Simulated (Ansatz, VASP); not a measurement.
**Two plane-wave programs on SnSe**

```
CELL_PARAMETERS angstrom
3.67963 0.00000 0.00000
0.00000 3.67963 0.00000
0.00000 0.00000 3.67963
ATOMIC_POSITIONS crystal
Sn 0.50000 0.50000 0.50000
Se 0.00000 0.00000 0.00000
```

Alike in both runs: functional PBE; k mesh 12 × 12 × 12; occupations gaussian, width 0.1 eV; no spin polarisation.

Ansatz relaxed the structure, and its values are those at the end. VASP's run is a single point on that final structure, the one shown.

```csv
,VASP,Ansatz
version,VASP 6.6.1,Ansatz 0.2.0
potentials or method,"VASP PAW PBE potentials, release 64 (Sn_d, Se)","scalar-relativistic, plane waves, PAW"
plane-wave cutoff (eV),520,420
valence electrons in the cell,20,30
```

|  | VASP | Ansatz | Ansatz less VASP |
| --- | --- | --- | --- |
| gap on the k mesh at the Fermi level (eV) | none | none | - |
| pressure (GPa) | 0.0 | 0.0 | +0.01 |

A gap of «none» marks a metal or a gap that the smearing closes. The functional is the same, so the differences come from potentials, cutoffs and numerics. The two sets of potentials don't hold the same shells in valence.
